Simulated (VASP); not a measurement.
# Ba (Im-3m) in VASP: further runs

Aim: see how the results for Ba move with the level of theory and the settings. Levels: PBEsol, LDA, r2SCAN. Tasks: relaxation of cell and atoms.

All numbers are computed with VASP 6.6.1; they aren't measurements. Logs are shortened: lines on timing, memory, paths and dates and some standing lists are left out, and cuts for length are marked.

### Step 1. The crystal as given

It takes space group Im-3m (No. 229, cubic). The conventional cell has a = 4.887 Å, b = 4.887 Å, c = 4.887 Å, α = 90.00°, β = 90.00°, γ = 90.00°. Ba (site symmetry m-3m) has 8 Ba at 4.23 Å as nearest neighbours.

### Step 2. Relaxation of cell and atoms, PBEsol

INCAR reads:

```
SYSTEM = Ba
ALGO = Normal
EDIFF = 1E-7
EDIFFG = -0.005
ENCUT = 600
GGA = PS
IBRION = 2
ISIF = 3
ISMEAR = 1
LASPH = .TRUE.
LCHARG = .FALSE.
LREAL = .FALSE.
LWAVE = .FALSE.
NELM = 80
NSW = 90
PREC = Accurate
SIGMA = 0.1
```

KPOINTS reads:

```
k-points
0
G
  12 12 12
  0 0 0
```

POSCAR reads:

```
Ba                                      
1.0
   -2.4437218269      2.4437218269      2.4437218269
    2.4437218269     -2.4437218269      2.4437218269
    2.4437218269      2.4437218269     -2.4437218269
  Ba            
     1
Direct
     0.0000000000000000    0.0000000000000000    0.0000000000000000
```

Potentials or basis: VASP PAW PBE potentials, release 64 (Ba_sv).

Command:

```
> cat potpaw_PBE.64/Ba_sv/POTCAR > POTCAR
> mpirun -np 1 vasp_std > vasp.out
```

OUTCAR:

```text
SYSTEM = Ba
   EDIFF = 1E-7
   EDIFFG = -0.005
   ENCUT = 600
   GGA = PS
   IBRION = 2
   ISIF = 3
   ISMEAR = 1
   LASPH = .TRUE.
   LREAL = .FALSE.
   NELM = 80
   NSW = 90
   PREC = Accurate

 ion  position               nearest neighbor table
   1  0.000  0.000  0.000-

  LATTYP: Found a body centered cubic cell.
 ALAT       =     4.8874436538

  Lattice vectors:

 A1 = (  -2.4437218269,   2.4437218269,   2.4437218269)
 A2 = (   2.4437218269,  -2.4437218269,   2.4437218269)
 A3 = (   2.4437218269,   2.4437218269,  -2.4437218269)

Analysis of symmetry for initial positions (statically):
=====================================================================
 Subroutine PRICEL returns:
 Original cell was already a primitive cell.

 Routine SETGRP: Setting up the symmetry group for a
 body centered cubic supercell.

 Subroutine GETGRP returns: Found 48 space group operations
 (whereof 48 operations were pure point group operations)
 out of a pool of 48 trial point group operations.

The static configuration has the point symmetry O_h .

Analysis of symmetry for dynamics (positions and initial velocities):
=====================================================================
 Subroutine PRICEL returns:
 Original cell was already a primitive cell.

 Routine SETGRP: Setting up the symmetry group for a
 body centered cubic supercell.

 Subroutine GETGRP returns: Found 48 space group operations
 (whereof 48 operations were pure point group operations)
 out of a pool of 48 trial point group operations.

The dynamic configuration has the point symmetry O_h .

 Subroutine INISYM returns: Found 48 space group operations
 (whereof 48 operations are pure point group operations),
 and found     1 'primitive' translations

----------------------------------------------------------------------------------------

                                     Primitive cell

  volume of cell :      58.3734

  direct lattice vectors                    reciprocal lattice vectors
    -2.443721827  2.443721827  2.443721827     0.000000000  0.204605939  0.204605939
     2.443721827 -2.443721827  2.443721827     0.204605939  0.000000000  0.204605939
     2.443721827  2.443721827 -2.443721827     0.204605939  0.204605939  0.000000000

  length of vectors
     4.232650364  4.232650364  4.232650364     0.289356494  0.289356494  0.289356494

  position of ions in fractional coordinates (direct lattice)
     0.000000000  0.000000000  0.000000000

  ion indices of the primitive-cell ions
   primitive index   ion index
                 1           1

----------------------------------------------------------------------------------------

 KPOINTS: k-points

Automatic generation of k-mesh.
 Grid dimensions read from file:
 generate k-points for:   12   12   12

 Generating k-lattice:

  Cartesian coordinates                     Fractional coordinates (reciprocal lattice)
     0.000000000  0.017050495  0.017050495     0.083333333  0.000000000  0.000000000
     0.017050495  0.000000000  0.017050495     0.000000000  0.083333333  0.000000000
     0.017050495  0.017050495  0.000000000     0.000000000  0.000000000  0.083333333

  Length of vectors
     0.024113041  0.024113041  0.024113041

  Shift w.r.t. Gamma in fractional coordinates (k-lattice)
     0.000000000  0.000000000  0.000000000

 Subroutine IBZKPT returns following result:
 ===========================================

 Found     72 irreducible k-points:

 Following reciprocal coordinates:
            Coordinates               Weight
  0.000000  0.000000  0.000000      1.000000
  0.083333  0.000000  0.000000     12.000000
  0.166667  0.000000  0.000000     12.000000
  0.250000  0.000000  0.000000     12.000000
  0.333333  0.000000  0.000000     12.000000
  0.416667  0.000000  0.000000     12.000000
[... 16 lines left out ...]
  0.333333  0.083333  0.083333     24.000000
  0.416667  0.083333  0.083333     12.000000
 [... further k-points ...]
   k-points           NKPTS =     72   k-points in BZ     NKDIM =     72   number of bands    NBANDS=      9
   number of dos      NEDOS =    301   number of ions     NIONS =      1
   total plane-waves  NPLWV =  46656
   dimension x,y,z NGX =    36 NGY =   36 NGZ =   36
   dimension x,y,z NGXF=    72 NGYF=   72 NGZF=   72
   ions per type =               1
   NGX,Y,Z   is equivalent  to a cutoff of  14.14, 14.14, 14.14 a.u.
   NGXF,Y,Z  is equivalent  to a cutoff of  28.28, 28.28, 28.28 a.u.
 SYSTEM =  Ba
   PREC   = accura    normal or accurate (medium, high low for compatibility)
   ISTART =      0    job   : 0-new  1-cont  2-samecut
   ICHARG =      2    charge: 1-file 2-atom 10-const
   ISPIN  =      1    spin polarized calculation?
   LNONCOLLINEAR =      F non collinear calculations
   LSORBIT =      F    spin-orbit coupling
   LASPH  =      T    aspherical Exc in radial PAW
   ENCUT  =  600.0 eV  44.10 Ry    6.64 a.u.   8.45  8.45  8.45*2*pi/ulx,y,z
   NELM   =     80;   NELMIN=  2; NELMDL= -5     # of ELM steps
   EDIFF  = 0.1E-06   stopping-criterion for ELM
   LREAL  =      F    real-space projection
   EDIFFG = -.5E-02   stopping-criterion for IOM
   NSW    =     90    number of steps for IOM
   IBRION =      2    ionic relax: 0-MD 1-quasi-New 2-CG
   NFREE  =      1    steps in history (QN), initial steepest desc. (CG)
   ISIF   =      3    stress and relaxation
   ISYM   =      2    0-nonsym 1-usesym 2-fastsym
   POTIM  = 0.5000    time-step for ionic-motion
   TEBEG  =    0.0;   TEEND  =   0.0 temperature during run
   PSTRESS=    0.0 pullay stress
   NELECT =      10.0000    total number of electrons
   NUPDOWN=      -1.0000    fix difference up-down
   EMIN   =  10.00;   EMAX   =-10.00  energy-range for DOS
   EFERMI =   0.00;   METHOD = LEGACY
   ISMEAR =     1;   SIGMA  =   0.10  broadening in eV -4-tet -1-fermi 0-gaus
   EFERMI_NEDOS =   21; number of points for ismear=-14 and -15
   IALGO  =     38    algorithm
   IMIX   =      4    mixing-type and parameters
     AMIX     =   0.40;   BMIX     =  1.00
     AMIX_MAG =   1.60;   BMIX_MAG =  1.00
  volume/ion in A,a.u.               =      58.37       393.92
  Fermi-wavevector in a.u.,A,eV,Ry     =   0.909222  1.718180 11.247717  0.826684
  Thomas-Fermi vector in A             =   2.033241
   LORBIT       =      0    0 simple, 1 ext, 2 COOP (PROOUT), +10 PAW based schemes
   GGA     = PS    functional components
   LHFCALC =     F    Hartree Fock is set to
   AEXX    =    0.0000 exact exchange contribution
   IVDW    =     0    specifies the selected vdW correction
   LEPSILON=     F    determine dielectric tensor
   LRPA    =     F    only Hartree local field effects (RPA)
 conjugate gradient relaxation of ions
 non-spin polarized calculation
 Methfessel and Paxton  Order N= 1 SIGMA  =   0.10
  energy-cutoff  :      600.00
  volume of cell :       58.37
 maximum number of plane-waves:      1974
 NGX is ok and might be reduce to    36
   NGX = 17   NGY = 17   NGZ = 17

 number of electron      10.0000000 magnetization

 number of electron       9.9999999 magnetization

 Free energy of the ion-electron system (eV)
  ---------------------------------------------------
  ext. energy  EPLUGINS =         0.00000000
  ---------------------------------------------------
  free energy    TOTEN  =        -2.14861213 eV

  energy without entropy =       -2.14764782  energy(sigma->0) =       -2.14829069

 E-fermi :   1.7905     XC(G=0):  -7.7586

 val. band max:        1.7642472952   @ k =  -0.3333   0.3333   0.3333
 cond. band min:       1.8106300218   @ k =  -0.4167  -0.4167   0.1667
 fundamental gap:      0.0463827265
 Fermi energy:         1.7904695191

 k-point     1 :       0.0000    0.0000    0.0000
  band No.  band energies     occupation
      1     -26.9416      2.00000
      2     -11.8227      2.00000
      3     -11.8227      2.00000
      4     -11.8227      2.00000
      5      -1.0109      2.00000
      6       3.6872     -0.00000
      7       3.6872     -0.00000
      8       3.6872     -0.00000
      9       5.2292      0.00000

 k-point     2 :       0.0833    0.0000    0.0000
  band No.  band energies     occupation
      1     -26.9375      2.00000
      2     -11.8661      2.00000
      3     -11.8357      2.00000
      4     -11.8230      2.00000
      5      -0.8676      2.00000
      6       3.5696     -0.00000
      7       3.6263     -0.00000
      8       3.8333      0.00000
      9       5.0335      0.00000

 k-point     3 :       0.1667    0.0000    0.0000
  band No.  band energies     occupation
      1     -26.9264      2.00000
      2     -11.9816      2.00000
      3     -11.8710      2.00000
      4     -11.8239      2.00000
      5      -0.4704      2.00000
      6       3.2873     -0.00000
      7       3.3645     -0.00000
      8       4.2639      0.00000
      9       4.8553      0.00000

 k-point     4 :       0.2500    0.0000    0.0000
  band No.  band energies     occupation
      1     -26.9112      2.00000
      2     -12.1329      2.00000
      3     -11.9185      2.00000
      4     -11.8252      2.00000
      5       0.0747      2.00000
      6       2.9652     -0.00000
      7       2.9996     -0.00000
      8       4.9558      0.00000
      9       4.9618      0.00000
[... 205 lines left out ...]
 k-point    22 :       0.2500    0.0833    0.0833
  band No.  band energies     occupation
      1     -26.8931      2.00000
      2     -12.2806      2.00000
      3     -11.9707      2.00000
      4     -11.8628      2.00000
      5       0.8356      2.00000
      6       2.5611     -0.00000
      7       2.6442     -0.00000
      8       5.2627      0.00000
      9       5.5605      0.00000

 k-point    23 :       0.3333    0.0833    0.0833
  band No.  band energies     occupation
      1     -26.8831      2.00000
      2     -12.3519      2.00000
      3     -12.0208      2.00000
      4     -11.8663      2.00000
      5       1.0923      2.00000
      6       2.4212     -0.00000
      7       2.8749     -0.00000
      8       5.3696      0.00000
      9       5.7692      0.00000

 k-point    24 :       0.4167    0.0833    0.0833
  band No.  band energies     occupation
      1     -26.8795      2.00000
      2     -12.3770      2.00000
      3     -12.0396      2.00000
      4     -11.8676      2.00000
      5       1.1349      2.00000
      6       2.3742     -0.00000
      7       3.0954     -0.00000
      8       5.3542      0.00000
      9       5.8722      0.00000

 [... further k-points ...]

------------------------ aborting loop because EDIFF is reached ----------------------------------------

  FORCE on cell =-STRESS in cart. coord.  units (eV):
  Direction    XX          YY          ZZ          XY          YZ          ZX
  --------------------------------------------------------------------------------------
  -------------------------------------------------------------------------------------
  Total        0.0037955      0.0037955      0.0037955      0.0000000      0.0000000     -0.0000000
  in kB        0.1041764      0.1041764      0.1041764      0.0000000      0.0000000     -0.0000000
  external PRESSURE =       0.1041764 kB  Pullay stress =       0.0000000 kB

 VOLUME and BASIS-vectors are now :
 -----------------------------------------------------------------------------
  energy-cutoff  :      600.00
  volume of cell :       58.37
      direct lattice vectors                 reciprocal lattice vectors
    -2.443721827  2.443721827  2.443721827     0.000000000  0.204605939  0.204605939
     2.443721827 -2.443721827  2.443721827     0.204605939  0.000000000  0.204605939
     2.443721827  2.443721827 -2.443721827     0.204605939  0.204605939  0.000000000

 POSITION                                       TOTAL-FORCE (eV/Angst)
 -----------------------------------------------------------------------------------
      0.00000      0.00000      0.00000         0.000000      0.000000      0.000000
 -----------------------------------------------------------------------------------
    total drift:                               -0.000000      0.000000      0.000000

  FREE ENERGIE OF THE ION-ELECTRON SYSTEM (eV)
  ---------------------------------------------------
  free  energy   TOTEN  =        -2.1486121281 eV

  energy  without entropy=       -2.1476478241  energy(sigma->0) =       -2.14829069

 reached required accuracy - stopping structural energy minimisation
```

Wall time 32 s (1 thread of Intel Xeon Platinum 8488C (Sapphire Rapids), shared host); peak memory 0.22 GiB.

What came out:

- Free energy: -2.1486 eV
- Pressure after relaxing: 0.0 GPa
- Band gap on the k mesh: none (metal or under the smearing width)

Final structure:
```
CELL_PARAMETERS angstrom
-2.44372 2.44372 2.44372
2.44372 -2.44372 2.44372
2.44372 2.44372 -2.44372
ATOMIC_POSITIONS crystal
Ba 0.00000 0.00000 0.00000
```

Caveat: the relaxation stopped at its first step, so nothing moved; the PAW data sets were made with another functional, which shifts forces and pressure a little.

[end of part 1 of 2]
